## When a finer mesh overshoots: the pressure of rhodium

The computed pressure of this rhodium crystal falls from 8.8 to about 6.0 GPa as the k mesh is refined, although no atom moves and the volume stays fixed. It doesn't settle from one side. At 12x12x12 it drops below its later values, then rises and levels off. The likely cause is the way a finite mesh samples the electrons near the Fermi level of a metal.

Pressure of fcc rhodium at a fixed volume of 13.75 Å³ per atom, calculated with Ansatz 0.2.0 using the PBE functional and frozen-core PAW (set soft_2), scalar-relativistic and without spin polarisation. The plane-wave cutoff is 420 eV, and the levels are filled by Fermi-Dirac smearing with a width of 0.08 eV. Positive pressure means compression.

| k mesh | pressure (GPa) |
| --- | --- |
| 5x5x5 | 8.816 |
| 8x8x8 | 6.854 |
| 12x12x12 | 5.774 |
| 16x16x16 | 6.019 |
| 22x22x22 | 5.957 |

A k mesh is the grid of electron wave vectors at which the band energies are calculated. The exact result is an average over all wave vectors, and the grid replaces it by a sum. The 5x5x5 mesh has 125 points before symmetry is used, the 22x22x22 mesh more than ten thousand. Since cell, basis and filling rule are shared, the differences between the rows are errors of this sum.

In an insulator the sum converges quickly, because every occupied band is full at every wave vector. In a metal some bands cross the Fermi energy, and the Fermi surface divides their filled part from their empty part. Each mesh point stands for a whole block of wave vectors around it. If its level lies just below the Fermi energy, the block counts as mostly filled; if just above, as mostly empty. Points equivalent by symmetry switch together, which makes the blocks larger still.

Refining the mesh makes the blocks smaller, but it also moves the points relative to the Fermi surface. One mesh can therefore place too many levels near the Fermi energy and the next too few. The error shrinks on the whole and can change sign on the way. Smearing softens the switch by letting levels fill partially over an energy range of a few times its width, here 0.08 eV. A narrower smearing would generally need a denser mesh.

The calculation itself reveals how many levels each mesh finds near the Fermi energy. Partly filled levels lower the free energy by an entropy term $TS$, with $T$ the electronic temperature and $S$ the entropy. Let $g$ be the density of states at the Fermi level, that is, the number of electron states per eV and atom, and $kT$ the smearing width. About $g\,kT$ states are partly filled, and each contributes an energy of order $kT$. The integral over the Fermi-Dirac function supplies the prefactor:

$$TS=\frac{\pi^2}{3}\,g\,(kT)^2 .$$

For the densest mesh the calculation gives $TS=0.02814$ eV, and so

$$g=\frac{3\times 0.02814}{\pi^2\times 0.08^2}\approx 1.34\ \text{states per eV and atom}.$$

The same formula gives 2.84 for 5x5x5, more than twice as many, and 1.16 for 12x12x12, about 13% too few relative to the densest mesh. The irregular row in the pressure is thus irregular here too. In fact $g$ puts all five meshes in the same order as the pressure does. The printed output after this text lists these estimates and, in a separate table, the pressure errors.

The estimate is a diagnosis and not a formula for the pressure. It assumes that the density of states is smooth over the smearing range, which is doubtful for the few levels of the coarsest mesh. Nor do the two errors keep a fixed proportion: at 5x5x5 the density of states is 112% too high and the pressure 48%, while at 12x12x12 they are 13% and 3% too low, all relative to 22x22x22. The formula identifies the meshes that sample the Fermi level badly, and leaves open how many GPa this costs.

Why too many levels at the Fermi energy should go with too high a pressure is less certain. A plausible reason is that the upper d states of rhodium are antibonding. Their energy rises when the atoms are pushed together, so electrons in them press outwards. The number of electrons is fixed, so a mesh that overfills these states must underfill others. It would overstate the pressure if those others are lower, more bonding states. The Fermi energy points that way: measured from the valence bottom, it is about 0.27 eV too high at 5x5x5. The deep 4s level fits this picture: measured from the valence bottom, it lies about 40 meV higher on the two coarsest meshes than on the densest, and 18 meV lower at 12x12x12. Extra charge in the compact d states would screen the nucleus and raise this level, but the d charge itself was not compared. The agreement is one of order and not of size: the shift is almost the same on the two coarsest meshes, while their pressure errors differ by a factor of about three.

The free energy fails to expose the low pressure at 12x12x12. This mesh agrees with the densest one to about 0.1 meV, closer than 16x16x16 does. Yet its pressure is 0.18 GPa too low, three times the error of 16x16x16. Judged by free energy alone, the wrong one of these two meshes would look better. The internal energy, which lacks the entropy term, does give a warning: it is off by about 4 meV at 12x12x12 and by about 1 meV at 16x16x16.

The free energy can be this close while the pressure is off, because pressure is a slope, $P=-\partial F/\partial V$, where $F$ is the free energy and $V$ the volume. When the volume changes, the mesh points scale with the reciprocal cell, but the bands change their widths and shift against one another. The sampling error of $F$ therefore changes as well. That error can pass through zero at one volume and still be changing there. The pressure feels the change, while the energy at that volume shows only the zero.

A very small change is enough. One per cent of the cell volume is 0.1375 Å³, and 1 eV/Å³ equals 160.2 GPa. A pressure error of 0.183 GPa therefore corresponds to $0.183\times0.1375/160.2$ eV, or about 0.16 meV, gained over a volume change of one per cent. The opposite case occurs at 5x5x5: its free energy is 133 meV too high, but by the same conversion this error shrinks by only about 2.5 meV when the volume grows by one per cent. Over so small a change of volume most of that large energy error stays as it is, and the pressure registers only the part that changes.

The roughly 6 GPa that remain on the dense meshes have another origin. The cell is close to the measured size of rhodium, whereas the PBE functional is known to prefer a somewhat larger one, so the crystal is slightly compressed from the functional's point of view. The exact value is less secure than its convergence with the mesh suggests, because only one plane-wave cutoff was used and the stress leaves out spin-orbit coupling.

For a metal, then, the mesh should be tested on the pressure itself if pressure is what is wanted, and the test should go on after the first change of direction. A workable gauge is the latest change between two meshes. For the second, third and fourth meshes here, that change was larger than the error still left relative to the densest one. The last change, 0.06 GPa, is accordingly a fair guide to the remaining mesh error, though not a bound on it.

Numerical output:

```
Pressure and its error against the densest mesh:
       row  points in full mesh  change from previous row in GPa  error in GPa  error in percent
     5x5x5                  125                              n/a         2.859             47.99
     8x8x8                  512                           -1.962         0.897             15.06
  12x12x12                 1728                            -1.08        -0.183            -3.072
  16x16x16                 4096                            0.245         0.062             1.041
  22x22x22                10648                           -0.062             0                 0
What each mesh sees near the Fermi level:
       row  density of states per eV and atom  Fermi energy above valence bottom in eV  shift of 4s level in meV
     5x5x5                              2.836                                    8.223                     41.73
     8x8x8                              1.811                                    8.007                     40.95
  12x12x12                              1.157                                    7.951                    -18.46
  16x16x16                              1.404                                    7.958                      3.74
  22x22x22                              1.336                                    7.957                         0
Energy error beside the slope that the pressure error needs:
       row  free energy error in meV  energy error gained per 1 percent volume in meV
     5x5x5                     133.4                                            2.454
     8x8x8                     26.65                                           0.7699
  12x12x12                      -0.1                                           0.1571
  16x16x16                     -0.28                                          0.05322
  22x22x22                         0                                                0
Density of states seen by 5x5x5 relative to 22x22x22, ratio: 2.122
Density of states seen by 12x12x12 relative to 22x22x22, ratio: 0.8662
Pressure difference between 8x8x8 and 16x16x16 in GPa: 0.835
Difference of the Pulay corrections of the same two rows in GPa: 0.0016
```
